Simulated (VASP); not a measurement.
SiNi3, 4 atoms in the cell. Symmetry: Pm-3m, No. 221, cubic system. The conventional cell has a = 3.506 Å, b = 3.506 Å, c = 3.506 Å, α = 90.00°, β = 90.00°, γ = 90.00°. Around Si (site symmetry m-3m) lie 12 Ni at 2.48 Å. Ni (site symmetry 4/mmm) has 4 Si at 2.48 Å and 8 Ni at 2.48 Å as nearest neighbours. 

```yaml
Program: VASP 6.6.1
Task: single point
Functional: PBE
Potentials_or_basis: VASP PAW PBE potentials, release 64 (Si, Ni)
Cutoff: 520 eV
k_mesh: 12 × 12 × 12
Occupations: gaussian, width 0.1 eV
Spin: no spin polarisation
Dipole_correction: no
Further_INCAR_settings: ALGO = Fast; EDIFF = 1e-07; NBANDS = 25
```

Potentials or basis: VASP PAW PBE potentials, release 64 (Si, Ni).

The run is started by

```console
$ cat potpaw_PBE.64/Si/POTCAR potpaw_PBE.64/Ni/POTCAR > POTCAR
$ mpirun -np 1 vasp_std > vasp.out
```

Hardware: 1 thread of Intel(R) Xeon(R) Platinum 8259CL CPU @ 2.50GHz (Skylake/Cascade Lake) (shared host).

Question: Estimate the wall time of this run.

Answer: Wall time 96 s on 1 thread of Intel(R) Xeon(R) Platinum 8259CL CPU @ 2.50GHz (Skylake/Cascade Lake), with other jobs on the host, peak memory 0.2 GiB. Counts: scf iterations 20, k points 84.
